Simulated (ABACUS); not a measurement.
Runs of ABACUS 3.10.1 on NbP. It takes space group I4_1md (No. 109, tetragonal). Conventional cell: a = 3.350 Å, b = 3.350 Å, c = 11.480 Å, α = 90.00°, β = 90.00°, γ = 90.00°. Around Nb (site symmetry 2mm) lie 6 P at 2.55 Å. P (site symmetry 2mm) is surrounded by 6 Nb at 2.55 Å. The cell is a database's computed one.

```csv
task,level,potentials or basis,cutoff (eV),radial cutoff of the potentials (pseudo_rcut),SCF threshold on the density,eigensolver,gap on the mesh (eV),pressure (GPa),V0 of scaled cells (Å³/atom),B0 (GPa),largest force (eV/Å)
equation of state,PBE,"PseudoDojo NC SR 0.4.1 PBE standard, DZP LCAO (the cutoffs set its grid)",1361,10 bohr,1e-07,genelpa,-,-,16.11,(b),-
single point,PBE,"PseudoDojo NC SR 0.4.1 PBE standard, DZP LCAO (the cutoffs set its grid)",1361,10 bohr,1e-07,genelpa,none,(a),-,-,0.02
single point,PBEsol,"PseudoDojo NC SR 0.4.1 PBEsol standard, plane waves",1116,7 bohr,1e-08,dav,none,-6.4,-,-,0.02
equation of state,PBEsol,"PseudoDojo NC SR 0.4.1 PBEsol standard, plane waves",1116,7 bohr,1e-08,dav,-,-,15.57,204,-
```

Alike in all rows: no spin polarisation; cell as given; k mesh 11 × 11 × 11; smearing fermi-dirac 0.05 eV.

Question: Fill in the values left out.

Answer: (a) 0.1; (b) 187.

Caveats: the atomic orbitals were generated for these runs and aren't a published set (some runs); the cell was scaled at fixed shape and fractional positions, which overstates the stiffness of a crystal with free parameters, most of all of layers and chains (some runs); the basis of atomic orbitals isn't converged, which shifts pressures, moduli and gaps (some runs); there are fewer bands than atomic start orbitals, so a level may be missed at k points of high symmetry (some runs).

A k mesh can miss the band edges, and the runs leave out spin-orbit coupling on Nb.

A gap of «none» marks a metal or a gap under the smearing width.

Not every run made on this cell is shown here.
